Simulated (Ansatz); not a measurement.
Bi2Te2Se:

```xyz
5
Lattice="2.1610 1.2476 10.5856 -2.1610 1.2476 10.5856 0.0000 -2.4953 10.5856" Properties=species:S:1:pos:R:3 pbc="T T T"
Bi    0.0000    0.0000   12.4398
Bi    0.0000    0.0000   19.3169
Te    0.0000    0.0000   24.7831
Te    0.0000    0.0000    6.9736
Se    0.0000    0.0000    0.0000
```

The cell is a database's computed one.

Program: Ansatz 0.2.0. Alike in all runs: task band structure; potentials or basis Ansatz PAW; cell as given; smearing fermi-dirac 0.05 eV.

Q: Order these runs on this cell by their pressure, lowest first.
A. level BLYP; spin off; k mesh 7 × 7 × 7; cutoff (eV) 420
B. level LDA; spin off; k mesh 7 × 7 × 7; cutoff (eV) 420
C. level r2SCAN; spin SOC, no magnetisation; k mesh 5 × 5 × 5; cutoff (eV) 500

A: B (-2.6 GPa), C (0.4 GPa), A (4.0 GPa).

Caveats: the PAW data sets come from PBE, with cores solved anew for the run's functional, which leaves a small shift of forces and pressure; the potentials were made for another functional, which shifts forces and pressure (some runs).

Not every run made on this cell is shown here.
